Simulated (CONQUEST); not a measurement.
# WS2 in CONQUEST: convergence with smearing width

Input of the first run (smearing width 0.4 eV); the others differ in this setting and in those tied to it:

Contents of Conquest_input:

```
IO.Title WS2
IO.Coordinates coords.dat
IO.FractionalAtomicCoords T
IO.Iprint 2
IO.Iprint_init 1
General.NumberOfSpecies 2
General.PseudopotentialType hamann
AtomMove.TypeOfRun static
AtomMove.FullStress T
Grid.GridCutoff 120
DM.SolutionMethod diagon
Diag.MPMesh T
Diag.GammaCentred T
Diag.MPMeshX 7
Diag.MPMeshY 4
Diag.MPMeshZ 1
Diag.kT 0.01469973
minE.SCTolerance 1e-6
Diag.SmearingType 1
Diag.MPOrder 1
SC.MaxIters 100
IO.AtomChargeOutput T
SC.KerkerPreCondition T
SC.KerkerFactor 0.3
SC.LinearMixingFactor 0.3
%block ChemicalSpeciesLabel
1 32.070 S
2 183.850 W
%endblock
```

The input coords.dat:

```
    6.0159740242     0.0000000000     0.0000000000
    0.0000000000    10.4199726677     0.0000000000
    0.0000000000     0.0000000000    66.2717531829
12
  0.0000000050   0.3333333350   0.7861389620 1 T T T
  0.5000000050   0.8333333350   0.7861389620 1 T T T
  0.4999999950   0.1666666650   0.7416712120 2 T T T
  0.9999999950   0.6666666650   0.7416712120 2 T T T
  0.0000000050   0.3333333350   0.6972034630 1 T T T
  0.5000000050   0.8333333350   0.6972034630 1 T T T
  0.0000000050   0.3333333350   0.3027965370 1 T T T
  0.5000000050   0.8333333350   0.3027965370 1 T T T
  0.4999999950   0.1666666650   0.2583287880 2 T T T
  0.9999999950   0.6666666650   0.2583287880 2 T T T
  0.0000000050   0.3333333350   0.2138610380 1 T T T
  0.5000000050   0.8333333350   0.2138610380 1 T T T
```

Potentials or basis: PseudoDojo NC PBE, SZP, grid cutoff 120 Ha.

Command:

```console
$ OMP_NUM_THREADS=1 Conquest
```

Hardware: 1 thread of AMD EPYC (Zen 3) (shared host).

```tsv
smearing width	energy less the tightest run (meV/atom)	largest force (eV/Å)	SCF cycles	CPU time (s)	peak memory (GiB)
0.4 eV	1.08	0.979	35	350	1.4
0.3 eV	0.48	0.988	40	380	1.4
0.2 eV	0.09	0.998	35	350	1.4
0.1 eV	0.03	1.003	47	430	1.4
0.05 eV	0.01	1.003	49	420	1.4
0.025 eV	0.00	1.002	47	370	1.4
0.01 eV	0.00	1.004	46	400	1.4
0.005 eV	0.00	1.003	44	420	1.4
```

Against the tightest run, the energy stays within 1 meV/atom from 0.3 eV on; the largest force stays within 0.005 eV/Å from 0.1 eV on. The tightest run that finished is the yardstick and may itself not be fully converged.

Caveat, for the tightest run too: the atomic basis is small.
